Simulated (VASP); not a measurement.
La2O3:

```
La O
1.0
     3.93800    0.00000    0.00000
    -1.96900    3.41041    0.00000
     0.00000    0.00000    6.13600
La O
2 3
Direct
  0.33333 0.66667 0.24540
  0.66667 0.33333 0.75460
  0.33333 0.66667 0.64710
  0.66667 0.33333 0.35290
  0.00000 0.00000 0.00000
```

The cell was built by a generator and needn't be a form met in nature.

Base run:

- Program: VASP 6.6.1
- Functional: SCAN
- Potentials or basis: VASP PAW PBE potentials, release 64 (La, O)
- Cutoff: 520 eV
- k mesh: 8 × 8 × 5
- Occupations: gaussian, width 0.05 eV
- Spin: no spin polarisation

Its results: band gap on the k mesh 4.31 eV, indirect (least direct gap 4.46 eV); pressure -1.7 GPa; largest force 0.187 eV/Å.

The run is repeated on the same cell with these changes: functional from SCAN to LDA; potentials or basis from VASP PAW PBE potentials, release 64 (La, O) to VASP PAW LDA potentials, release 64 (La, O). What comes out?

Band gap on the k mesh 3.76 eV, indirect (least direct gap 3.91 eV); pressure -7.3 GPa; largest force 0.283 eV/Å.

Caveats: spin-orbit coupling is left out, which moves the levels of the heavy elements; an odd mesh through Γ misses points on the zone boundary, where band edges often lie; the PAW data sets were made with another functional, which shifts forces and pressure a little (some runs).
